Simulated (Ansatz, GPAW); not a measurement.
This is a calculation of FeO (Wuestite) for GPAW 26.7.0 (ASE script). 

File run.py:

```python
from ase.dft.bandgap import bandgap
from ase.io import read, write
from ase.units import GPa
from gpaw import GPAW, PW, setup_paths

setup_paths.insert(0, '.')

atoms = read('POSCAR')
atoms.set_initial_magnetic_moments([3.0, 0.0])

calc = GPAW(mode=PW(800),
            xc='PBEsol',
            kpts={'size': (11, 11, 11), 'gamma': True},
            occupations={'name': 'methfessel-paxton', 'order': 0, 'width': 0.05},
            nbands=17,
            convergence={'density': 1e-05, 'energy': 1e-05},
            maxiter=150,
            txt='gpaw.txt')
atoms.calc = calc
energy = atoms.get_potential_energy()
forces = atoms.get_forces()
stress = atoms.get_stress()
calc.write('gs.gpw')
write('result.traj', atoms)
print(f'Energy: {energy:.6f} eV')
print('Forces (eV/A):')
print(forces.round(4))
print('Stress (GPa):', (stress / GPa).round(3))
print('Moments:', calc.get_magnetic_moments().round(3))
print('Fermi level:', round(calc.get_fermi_level(), 4), 'eV')
print(f'Gap: {bandgap(calc)[0]:.4f} eV, direct: {bandgap(calc, direct=True)[0]:.4f} eV')
```

Contents of POSCAR:

```
FeO
1.0
    0.0000000000      2.1554000000      2.1554000000
    2.1554000000      0.0000000000      2.1554000000
    2.1554000000      2.1554000000      0.0000000000
Fe O
1 1
Direct
    0.0000000000      0.0000000000      0.0000000000
    0.5000000000      0.5000000000      0.5000000000
```

Potentials or basis: PAW data sets generated in the run's folder for this functional, pw.

Command:

```bash
$ gpaw-setup -f PBEsol Fe O
$ OMP_NUM_THREADS=1 python run.py
```

**Question.** What does the same run look like in Ansatz 0.2.0? Potentials or basis there: all-electron LAPW, scalar-relativistic.

**Answer.** As run (cutoffs and basis follow the program's own potentials, and thresholds, step limits or extra output files can differ):

The input input.yaml:

```yaml
crystal:
  lattice:
    - [0.0, 2.1554, 2.1554]
    - [2.1554, 0.0, 2.1554]
    - [2.1554, 2.1554, 0.0]
  atoms:
    - { symbol: Fe, position: [0.0, 0.0, 0.0], spin: 3.0 }
    - { symbol: O, position: [0.5, 0.5, 0.5] }
kpoints:
  mp_grid: { grid: [11, 11, 11] }
scf:
  occupations: { method: gaussian, width: 0.05 }
hamiltonian:
  xc: pbesol
  pseudopotentials: { kind: all_electron, lapw: { basis_error: 0.001 } }
magnetization:
  spin_polarized: true
output:
  forces: true
  stress: true
  eigenvalues: true
```

Potentials or basis: all-electron LAPW, scalar-relativistic.

Command:

```bash
$ ansatz run input.yaml --threads 2 --pin off --max-ram 6144MiB --backend cpu --events-out ev --progress --plain --runs-dir out
```

Both were run:

|  | GPAW | Ansatz |
| --- | --- | --- |
| Pressure | -7.1 GPa | -8.6 GPa |
| Net moment | 4.00 μB per cell | 4.00 μB per cell |

Where Ansatz's input types no cutoff or centring, it takes its own default and a Γ-centred mesh.

The magnetic state is the one that the start led to; the real crystal's order can differ.

Pressure is positive in compression.
